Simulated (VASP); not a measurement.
VASP input:

**INCAR**
```
SYSTEM = CsI
PREC = Accurate
ENCUT = 400
EDIFF = 1E-6
NELM = 100
ALGO = Normal
LREAL = .FALSE.
LASPH = .TRUE.
ISMEAR = 0
SIGMA = 0.05
GGA = PE
LMAXMIX = 4
LWAVE = .FALSE.
LCHARG = .FALSE.
ISIF = 2
ISPIN = 2
MAGMOM = 1.0 1.0 1.0
```

File POSCAR:
```
CsI
1
    4.5700000000     0.0000000000     0.0000000000
    0.0000000000     4.5700000000     0.0000000000
    0.0000000000     0.0000000000     4.5700000000
Cs I
1 1
Direct
  0.0000000000   0.0000000000   0.0000000000
  0.5000000000   0.5000000000   0.5000000000
```

### KPOINTS
```
Automatic mesh
0
Gamma
5 5 5
0 0 0
```

POTCAR, in this order: Cs_sv I (PBE.64 set). Program: vasp_std.

### Question
One choice in this input is risky. Which, and does it do harm here?

### Answer
The risk: MAGMOM holds more values than there are atoms. Here it does no harm: the run (PBE GGA, plane waves, VASP's PBE PAW potentials (set 64)) converges to the same energy and pressure as with the safe setting.
### OSZICAR
```
       N       E                     dE             d eps       ncg     rms          rms(c)
DAV:   1     0.783846771404E+02    0.78385E+02   -0.55271E+03   520   0.826E+02
DAV:   2     0.833550323264E+00   -0.77551E+02   -0.72541E+02   765   0.147E+02
DAV:   3    -0.519680802025E+01   -0.60304E+01   -0.60093E+01   635   0.455E+01
DAV:   4    -0.527344685389E+01   -0.76639E-01   -0.76630E-01   662   0.650E+00
DAV:   5    -0.527430990430E+01   -0.86305E-03   -0.86298E-03   685   0.666E-01    0.383E+00
DAV:   6    -0.543738038035E+01   -0.16307E+00   -0.24350E-01   600   0.287E+00    0.161E+00
DAV:   7    -0.542714813041E+01    0.10232E-01   -0.73670E-02   665   0.156E+00    0.125E+00
DAV:   8    -0.542492674473E+01    0.22214E-02   -0.15530E-02   673   0.719E-01    0.696E-01
DAV:   9    -0.542677324877E+01   -0.18465E-02   -0.50864E-03   668   0.423E-01    0.239E-01
DAV:  10    -0.542759319304E+01   -0.81994E-03   -0.10925E-03   630   0.242E-01    0.799E-02
DAV:  11    -0.542778719986E+01   -0.19401E-03   -0.13403E-04   620   0.909E-02    0.526E-02
DAV:  12    -0.542785180069E+01   -0.64601E-04   -0.53923E-05   640   0.562E-02    0.278E-02
DAV:  13    -0.542787123884E+01   -0.19438E-04   -0.25878E-05   615   0.408E-02    0.531E-03
DAV:  14    -0.542787218620E+01   -0.94736E-06   -0.11354E-06   551   0.969E-03
   1 F= -.54278722E+01 E0= -.54278722E+01  d E =-.160496E-14  mag=    -0.0000
```

The compound is CsI in the CsCl type structure. The cell was not relaxed at this level.
